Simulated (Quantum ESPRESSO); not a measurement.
# MgSi in Quantum ESPRESSO: the effect of strain

MgSi:

```
Si Mg
1.0
     2.79206    0.00000    0.00000
     0.00000    2.90839    0.00000
     0.00000    0.00000    4.10343
Si Mg
1 1
Cartesian
  1.3960 1.4542 2.0517
  0.0000 0.0000 0.0000
```

The cell comes from a database or a generator and needn't be the stable form of this composition.

Alike in all runs:

| Property | Result |
| --- | --- |
| Program | Quantum ESPRESSO 7.5 |
| Task | relaxation of the atoms |
| Functional | PBEsol |
| Potentials or basis | GBRV 1.5 PBEsol |
| Cutoff | 612 eV |
| Density cutoff | 4898 eV |
| k mesh | 9 × 9 × 7 |
| Occupations | fermi-dirac, width 0.05 eV |
| Spin | no spin polarisation |
| Kind of strain | uniaxial_x |
| Mixing beta | 0.5 |
| Most SCF iterations | 120 |
| SCF threshold | 4e-10 Ry |
| Most ionic steps | 40 |
| Forc conv thr | 0.0004 Ry/bohr |
| Etot conv thr | 1e-05 Ry |

Each run relaxes the cell or the atoms first.

```tsv
strain	pressure (GPa)
-0.04	1.0
-0.02	-0.4
-0.01	-1.0
0	-1.6
0.01	-2.2
0.02	-2.7
0.04	?
```

Problem. What does the run with strain 0.04 give?

Solution. Pressure -3.6 GPa.

Worked out: A straight line through the other rows of the pressure, of slope -61.7 GPa per unit of strain, extrapolates to -4.0 GPa, against the run's -3.6. The fit is too stiff a form for this range.

Caveats: the relaxation stopped at its first step, so nothing moved.
